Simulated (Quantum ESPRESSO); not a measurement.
Runs of Quantum ESPRESSO 7.5 on C. It takes space group Fd-3m (No. 227, cubic). Conventional cell: a = 3.567 Å, b = 3.567 Å, c = 3.567 Å, α = 90.00°, β = 90.00°, γ = 90.00°. C (site symmetry -43m) is surrounded by 4 C at 1.54 Å. This isn't the form of C at room conditions, which is graphite.

| level | potentials or basis | k mesh | k mesh of the self-consistent run | form of the LDA | mesh quality | gap on the mesh (eV) |
| --- | --- | --- | --- | --- | --- | --- |
| PBE | PseudoDojo 0.4.1 SR PBE standard | 6 × 6 × 6 | 12 × 12 × 12 | - | coarse | 4.21 |
| PBE | PseudoDojo 0.4 SR PBE stringent | 4 × 4 × 4 | 12 × 12 × 12 | - | coarse | 4.49 |
| PBE | PseudoDojo 0.4.1 SR PBE standard | 8 × 8 × 8 | 12 × 12 × 12 | - | not flagged | 4.19 |
| LDA | PseudoDojo 0.4.1 SR LDA standard | 14 × 14 × 14 | 14 × 14 × 14 | PW92 | not flagged | (a) |

Alike in all rows: task single point; no spin polarisation; cell as given; cutoff (eV) 1116; smearing fixed.

Question: Estimate the missing entries.

Answer: (a) 4.14.

Caveats: some runs use coarse meshes.

A k mesh can miss the band edges.

Not every run made on this cell is shown here.
